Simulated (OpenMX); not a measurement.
**RbBr under changes of volume**

One of the cells (40.248 Å³/atom); the others are scaled copies at fixed shape and fractional positions:

```
Rb Br
1.0
     0.00000    3.42700    3.42700
     3.42700    0.00000    3.42700
     3.42700    3.42700    0.00000
Rb Br
1 1
Direct
  0.00000 0.00000 0.00000
  0.50000 0.50000 0.50000
```

* Program: OpenMX 3.8.5
* Functional: LDA
* Potentials or basis: OpenMX 2013 LDA set, Rb11.0-s3p2d2, Br7.0-s3p2d2, fixed grid of 42 × 42 × 42 points
* k mesh: 7 × 7 × 7
* Occupations: fermi-dirac, width 0.05 eV
* Spin: no spin polarisation

| volume (Å³/atom) | energy over the lowest point (meV/atom) | gap on the mesh (eV) |
| --- | --- | --- |
| 37.833 | 0.00 | 4.05 |
| 38.638 | 2.74 | 4.00 |
| 39.443 | 6.87 | 3.95 |
| 40.248 | 12.21 | 3.90 |
| 41.053 | ? | ? |
| 41.858 | 26.03 | 3.81 |
| 42.663 | 34.19 | 3.77 |

Task: What does the run at 41.053 Å³/atom give?

Result: Energy over the lowest point 18.62 meV/atom; gap on the mesh 3.86 eV.

Worked out: A Birch-Murnaghan fit of order 3 (a polynomial in V^(-2/3)) to the other rows has its minimum at 36.92 Å³/atom, just outside them, with B0 = V·E''(V) = 17.0 GPa and B' = 5.1. It gives 18.65 meV/atom at 41.053 Å³/atom, against the run's 18.62. A straight line through the other rows of the gap, of slope -2.34 eV per unit of ln V (its deformation potential), gives 3.86 eV, against the run's 3.86.

Energies are extrapolated to zero smearing.

Caveats: the basis of atomic orbitals isn't converged, which shifts pressures, moduli and gaps; an odd mesh through Γ misses points on the zone boundary, where band edges often lie (some runs).

Spin-orbit coupling on Br, Rb is left out.
